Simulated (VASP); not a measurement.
Computed with PBEsol GGA, VASP's PBE PAW potentials (set 64) (plane waves; VASP 6.6.1).

The input files of a VASP run:

### INCAR
```
SYSTEM = BeO
PREC = Accurate
ENCUT = 520
EDIFF = 1E-7
NELM = 100
ALGO = Normal
LREAL = .FALSE.
LASPH = .TRUE.
ISMEAR = -5
GGA = PS
LWAVE = .FALSE.
LCHARG = .TRUE.
LORBIT = 11
NEDOS = 601
ISIF = 2
LEFG = .TRUE.
```

KPOINTS:
```
Automatic mesh
0
Gamma
11 11 6
```

**POSCAR**
```
BeO
1.0
  1.3475550313  -2.3340341878   0.0000000000
  1.3475550313   2.3340341878   0.0000000000
  0.0000000000   0.0000000000   4.3750920580
Be O
2 2
Cart
  1.3475550313  -0.7780129520   2.1878232786
  1.3475550313   0.7780129520   0.0002772496
  1.3475550313  -0.7780129520   3.8410535773
  1.3475550313   0.7780129520   1.6535075483
```

POTCAR, in this order: Be O (PBE.64 set). Program: vasp_std.

The run wrote:

File OUTCAR:
```
 ion  position               nearest neighbor table
   1  0.667  0.333  0.500-   4 1.65   4 1.65   4 1.65   3 1.65
   2  0.333  0.667  0.000-   3 1.65   3 1.65   3 1.65   4 1.65
   3  0.667  0.333  0.878-   2 1.65   2 1.65   2 1.65   1 1.65
   4  0.333  0.667  0.378-   1 1.65   1 1.65   1 1.65   2 1.65
  LATTYP: Found a hexagonal cell.
 ALAT       =     2.6951104156
 C/A-ratio  =     1.6233442729
 Subroutine PRICEL returns:
 Original cell was already a primitive cell.
 Subroutine GETGRP returns: Found 12 space group operations
The static configuration has the point symmetry C_3v.
 The point group associated with its full space group is C_6v.
The dynamic configuration has the point symmetry C_3v.
 Subroutine INISYM returns: Found 12 space group operations
 Subroutine IBZKPT returns following result:
 Found     64 irreducible k-points:

 Following reciprocal coordinates:
            Coordinates               Weight
  0.000000  0.000000  0.000000      1.000000
  0.090909 -0.000000  0.000000      6.000000
  0.181818  0.000000  0.000000      6.000000
  0.272727  0.000000  0.000000      6.000000
  0.363636 -0.000000  0.000000      6.000000
  0.454545  0.000000  0.000000      6.000000
  0.090909  0.090909  0.000000      6.000000
  0.181818  0.090909  0.000000     12.000000
  0.272727  0.090909  0.000000     12.000000
  0.363636  0.090909  0.000000     12.000000
  0.454545  0.090909  0.000000      6.000000
  0.181818  0.181818  0.000000      6.000000
  0.272727  0.181818  0.000000     12.000000
  0.363636  0.181818  0.000000     12.000000
  0.272727  0.272727  0.000000      6.000000
  0.363636  0.272727  0.000000      6.000000
  0.000000  0.000000  0.166667      2.000000
  0.090909 -0.000000  0.166667     12.000000
  0.181818  0.000000  0.166667     12.000000
  0.272727  0.000000  0.166667     12.000000
  0.363636 -0.000000  0.166667     12.000000
  0.454545  0.000000  0.166667     12.000000
  0.090909  0.090909  0.166667     12.000000
  0.181818  0.090909  0.166667     24.000000
  0.272727  0.090909  0.166667     24.000000
  0.363636  0.090909  0.166667     24.000000
  0.454545  0.090909  0.166667     12.000000
  0.181818  0.181818  0.166667     12.000000
  0.272727  0.181818  0.166667     24.000000
  0.363636  0.181818  0.166667     24.000000
  0.272727  0.272727  0.166667     12.000000
  0.363636  0.272727  0.166667     12.000000
  0.000000  0.000000  0.333333      2.000000
  0.090909 -0.000000  0.333333     12.000000
  0.181818  0.000000  0.333333     12.000000
  0.272727  0.000000  0.333333     12.000000
  0.363636 -0.000000  0.333333     12.000000
  0.454545  0.000000  0.333333     12.000000
  0.090909  0.090909  0.333333     12.000000
  0.181818  0.090909  0.333333     24.000000
   k-points           NKPTS =     64   k-points in BZ     NKDIM =     64   number of bands    NBANDS=     12
   number of dos      NEDOS =    601   number of ions     NIONS =      4
   total plane-waves  NPLWV =  14400
   dimension x,y,z NGX =    20 NGY =   20 NGZ =   36
   dimension x,y,z NGXF=    40 NGYF=   40 NGZF=   72
   ions per type =               2   2
   PREC   = accura    normal or accurate (medium, high low for compatibility)
   ISTART =      0    job   : 0-new  1-cont  2-samecut
   ICHARG =      2    charge: 1-file 2-atom 10-const
   ISPIN  =      1    spin polarized calculation?
   LNONCOLLINEAR =      F non collinear calculations
   LSORBIT =      F    spin-orbit coupling
   INIWAV =      1    electr: 0-lowe 1-rand  2-diag
   ENCUT  =  520.0 eV  38.22 Ry    6.18 a.u.   5.01  5.01  8.13*2*pi/ulx,y,z
   NELM   =    100;   NELMIN=  2; NELMDL= -5     # of ELM steps
...
```

File OSZICAR:
```
       N       E                     dE             d eps       ncg     rms          rms(c)
DAV:   1     0.622132716202E+02    0.62213E+02   -0.87867E+03  1552   0.127E+03
DAV:   2    -0.284552760296E+02   -0.90669E+02   -0.85454E+02  2092   0.283E+02
DAV:   3    -0.316401935114E+02   -0.31849E+01   -0.31704E+01  2024   0.552E+01
DAV:   4    -0.316643046575E+02   -0.24111E-01   -0.24099E-01  1872   0.551E+00
DAV:   5    -0.316646306978E+02   -0.32604E-03   -0.32598E-03  1972   0.542E-01    0.852E+00
DAV:   6    -0.297003367999E+02    0.19643E+01   -0.65222E+00  1784   0.230E+01    0.287E+00
DAV:   7    -0.296641429499E+02    0.36194E-01   -0.12981E-01  1836   0.359E+00    0.181E+00
DAV:   8    -0.296520304010E+02    0.12113E-01   -0.32943E-02  1748   0.249E+00    0.260E-01
DAV:   9    -0.296510553527E+02    0.97505E-03   -0.33539E-03  1984   0.594E-01    0.598E-02
DAV:  10    -0.296512165677E+02   -0.16121E-03   -0.26651E-04  1780   0.152E-01    0.271E-02
DAV:  11    -0.296512071791E+02    0.93886E-05   -0.37235E-05  1968   0.592E-02    0.470E-03
DAV:  12    -0.296512069563E+02    0.22281E-06   -0.23220E-06  1836   0.151E-02    0.841E-04
DAV:  13    -0.296512069728E+02   -0.16445E-07   -0.20052E-08  1320   0.153E-03
   1 F= -.29651207E+02 E0= -.29651207E+02  d E =0.000000E+00
```

**OUTCAR**
```
------------------------ aborting loop because EDIFF is reached ----------------------------------------
  FORCE on cell =-STRESS in cart. coord.  units (eV):
  Direction    XX          YY          ZZ          XY          YZ          ZX
  --------------------------------------------------------------------------------------
  Total        0.0422641      0.0422641      0.0569385      0.0000000      0.0000000      0.0000000
  in kB        2.4604300      2.4604309      3.3147102      0.0000000      0.0000000      0.0000000
  external PRESSURE =       2.7451904 kB  Pullay stress =       0.0000000 kB
  volume of cell :       27.52
      direct lattice vectors                 reciprocal lattice vectors
     1.347555031 -2.334034188  0.000000000     0.371042361 -0.214221369  0.000000000
     1.347555031  2.334034188  0.000000000     0.371042361  0.214221369  0.000000000
     0.000000000  0.000000000  4.375092058     0.000000000  0.000000000  0.228566619
 POSITION                                       TOTAL-FORCE (eV/Angst)
 -----------------------------------------------------------------------------------
      1.34756     -0.77801      2.18782        -0.000000     -0.000000      0.003989
      1.34756      0.77801      0.00028         0.000000      0.000000      0.003989
      1.34756     -0.77801      3.84105         0.000000     -0.000000     -0.003989
      1.34756      0.77801      1.65351         0.000000      0.000000     -0.003989
 -----------------------------------------------------------------------------------
    total drift:                               -0.000000      0.001572      0.000607
  FREE ENERGIE OF THE ION-ELECTRON SYSTEM (eV)
  ---------------------------------------------------
  free  energy   TOTEN  =       -29.6512069728 eV

  energy  without entropy=      -29.6512069728  energy(sigma->0) =      -29.65120697

 total charge

# of ion       s       p       d       tot
------------------------------------------
    1        0.439   0.842   0.000   1.281
    2        0.439   0.842   0.000   1.281
    3        1.537   3.652   0.000   5.189
    4        1.537   3.652   0.000   5.189
--------------------------------------------------
tot          3.952   8.988   0.000  12.940
```
(Selected blocks of OUTCAR.)

The compound is BeO in the wurtzite structure. It was relaxed first.
